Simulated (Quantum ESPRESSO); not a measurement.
Runs of Quantum ESPRESSO 7.5 on ZrC. The structure is cubic, space group Fm-3m (No. 225). The conventional cell has a = 4.730 Å, b = 4.730 Å, c = 4.730 Å, α = 90.00°, β = 90.00°, γ = 90.00°. Zr (site symmetry m-3m) is surrounded by 6 C at 2.37 Å. C (site symmetry m-3m) has 6 Zr at 2.37 Å as nearest neighbours. 

| task | level | potentials or basis | spin | form of the LDA correlation | gap on the mesh (eV) | pressure (GPa) | V0 of scaled cells (Å³/atom) | B0 (GPa) |
| --- | --- | --- | --- | --- | --- | --- | --- | --- |
| band structure | PBE | PseudoDojo 0.4 FR PBE standard | SOC, no magnetisation | - | none | -2.7 | - | - |
| band structure | PBEsol | PseudoDojo 0.4.1 SR PBEsol standard | off | - | none | -8.3 | - | - |
| equation of state | rev-vdW-DF2 | PseudoDojo 0.4.1 SR PBE standard | off | - | - | - | (a) | 227 |
| equation of state | PBE+D3(BJ) | PseudoDojo 0.4.1 SR PBE standard | off | - | - | - | 12.81 | (b) |
| band structure | LDA | PseudoDojo 0.4.1 SR LDA standard | off | PW92 | none | -12.3 | - | - |
| equation of state | LDA | PseudoDojo 0.4.1 SR LDA standard | off | PW92 | - | - | (c) | 247 |

Alike in all rows: cell as given; k mesh 10 × 10 × 10; cutoff (eV) 1116; smearing fermi-dirac 0.05 eV.

**Question.** Estimate the missing entries.

**Answer.** (a) 12.95; (b) 231; (c) 12.52.

Caveats: the potentials were made for another functional, which shifts forces and pressure (some runs).

A k mesh can miss the band edges, and rows without SOC leave out spin-orbit coupling on Zr.

A gap of «none» marks a metal or a gap under the smearing width.
